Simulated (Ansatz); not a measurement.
Input of an Ansatz 0.2.0 run:

The input input.yaml:

```yaml
crystal:
  lattice:
    - [0.0, 3.205, 3.205]
    - [3.205, 0.0, 3.205]
    - [3.205, 3.205, 0.0]
  atoms:
    - { symbol: Te, position: [0.75, 0.75, 0.75] }
    - { symbol: Cd, position: [0.0, 0.0, 0.0] }
hamiltonian:
  xc: pbe
  pseudopotentials: { kind: paw }
  dispersion: d3bj
kpoints:
  mp_grid: { grid: [7, 7, 7] }
scf:
  occupations: { method: fermi_dirac, width: 0.05 }
output:
  forces: true
  stress: true
  write_density: true
  write_potential: true
  elf: true
  volumetric_format: npy
relax:
  f_tol: 0.01
  max_steps: 40
  cell: { stress_tol: 0.05 }
```

Potentials or basis: Ansatz PAW.

Command:

```sh
$ ansatz run input.yaml --threads 2 --pin off --max-ram 5632MiB --backend cpu --events-out ev --progress --plain --runs-dir out
```

(1) What does it give for the relaxed volume?

(2) Predict the band gap on the k mesh.

Answers

(1) 34.59 Å³/atom.

(2) 0.72 eV, direct.

Caveat: odd divisions of the mesh miss points on the zone boundary, where band edges often lie, so the gap on the mesh can be too wide; the plane-wave basis is chosen anew once the cell has moved, so the energies of steps on either side of that aren't comparable; spin-orbit coupling is left out, which moves the levels of the heavy elements.
